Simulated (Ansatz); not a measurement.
Wanted: the native input for an Ansatz 0.2.0 run.

```
Task                : single point
Functional          : PBE
Potentials or basis : Ansatz PAW
Cutoff              : 420 eV (not typed: the program's choice for these potentials)
k mesh              : 8 × 8 × 8
Occupations         : gaussian, width 0.012 eV
Spin                : no spin polarisation
```

Sb:

```
Sb
1.0
     2.15420    1.24373    3.75800
    -2.15420    1.24373    3.75800
     0.00000   -2.48746    3.75800
Sb
2
Cartesian
  0.0000 0.0000 8.6416
  0.0000 0.0000 2.6324
```

One way to write it, as run:

input.yaml

```yaml
crystal:
  lattice:
    - [2.1542, 1.2437279499, 3.758]
    - [-2.1542, 1.2437279499, 3.758]
    - [0.0, -2.4874558998, 3.758]
  atoms:
    - { symbol: Sb, position: [0.76651, 0.76651, 0.76651] }
    - { symbol: Sb, position: [0.23349, 0.23349, 0.23349] }
hamiltonian:
  xc: pbe
  pseudopotentials: { kind: paw }
kpoints:
  mp_grid: { grid: [8, 8, 8] }
scf:
  occupations: { method: gaussian, width: 0.012 }
output:
  forces: true
  stress: true
  eigenvalues: true
  write_density: true
  write_potential: true
  elf: true
  volumetric_format: npy
```

Potentials or basis: Ansatz PAW.

Command:

```console
$ ansatz run input.yaml --threads 2 --pin off --max-ram 5632MiB --backend cpu --events-out ev --progress --plain --runs-dir out
```

It gave:

The pressure is 2.7 GPa, the largest force is 0.141 eV/Å and the band gap on the k mesh is none (metal or under the smearing width).

Wall time 3.3 s on 2 threads of Intel(R) Xeon(R) Processor @ 2.70GHz (shared host), peak memory 0.39 GiB.
